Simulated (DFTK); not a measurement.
CdTe, 2 atoms in the cell. The structure is cubic, space group F-43m (No. 216). The conventional cell has a = 6.410 Å, b = 6.410 Å, c = 6.410 Å, α = 90.00°, β = 90.00°, γ = 90.00°. Around Te (site symmetry -43m) lie 4 Cd at 2.78 Å. Around Cd (site symmetry -43m) lie 4 Te at 2.78 Å. 

```yaml
Program: DFTK 0.8.2
Task: band structure
Functional: r2SCAN
Potentials_or_basis: cp2k.nc.sr.pbe.v0_1.largecore.gth (PBE, GTH)
Cutoff: 2068 eV
k_mesh: 4 × 4 × 4
Occupations: fermi-dirac, width 0.05 eV
Spin: no spin polarisation
Valence_electrons: Cd 12, Te 6
SCF_tolerance_on_the_density: 1e-06
SCF_solver: ScfAndersonSolver
```

Potentials or basis: cp2k.nc.sr.pbe.v0_1.largecore.gth (PBE, GTH).

Launch:

```console
$ julia --threads=1 run.jl  # save.jl only writes the numbers to a file and isn't shown; printed stress counts tension as positive; times include loading and compiling
```

Hardware: 1 thread of AMD EPYC (Zen 3), with other jobs on the host.

Problem. Estimate the wall time of this run.

Solution. Wall time 28 min on 1 thread of AMD EPYC (Zen 3), on a shared host, peak memory 2.8 GiB. Counts: scf iterations 11, k points 10, plane waves 14163, bands 14.
